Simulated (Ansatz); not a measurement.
# hcp against fcc along group 14

The calculation used DFT, BLYP, plane waves (420 eV) with PAW, scalar-relativistic in Ansatz 0.2.0. (PAW data from PBE, frozen cores regenerated.)

Each structure is relaxed within its symmetry, in the lowest magnetic state of the tried starts. Differences under about 8 meV lie within the error of the k-point mesh.

```csv
element,E(hcp) − E(fcc) (meV/atom),V(hcp) (Å³/atom),V(fcc) (Å³/atom),state of hcp,state of fcc
Si,-24,16.57,16.60,spin not included,spin not included
Ge,18,21.56,21.83,spin not included,spin not included
Sn,6,30.66,30.87,spin not included,spin not included
Pb,22,34.78,34.73,spin not included,spin not included
```
